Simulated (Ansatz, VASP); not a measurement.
**Al: VASP beside Ansatz**

```
Al
1.0
     0.00000    2.02081    2.02081
     2.02081    0.00000    2.02081
     2.02081    2.02081    0.00000
Al
1
Direct
  0.00000 0.00000 0.00000
```

Alike in both runs: functional PBE; k mesh 18 × 18 × 18; occupations gaussian, width 0.1 eV; no spin polarisation.

Ansatz relaxed the structure, and its values are those at the end. VASP's run is a single point on that final structure, the one shown.

|  | VASP | Ansatz |
| --- | --- | --- |
| version | VASP 6.6.1 | Ansatz 0.2.0 |
| potentials or method | VASP PAW PBE potentials, release 64 (Al) | scalar-relativistic, plane waves, PAW |
| plane-wave cutoff (eV) | 520 | 420 |
| valence electrons in the cell | 3 | 3 |

|  | VASP | Ansatz | Ansatz less VASP |
| --- | --- | --- | --- |
| gap on the k mesh at the Fermi level (eV) | none | none | - |
| pressure (GPa) | -0.1 | 0.0 | +0.04 |

A gap of «none» marks a metal or a gap that the smearing closes. With one functional, cell and mesh, what is left measures potentials, basis and numerics.
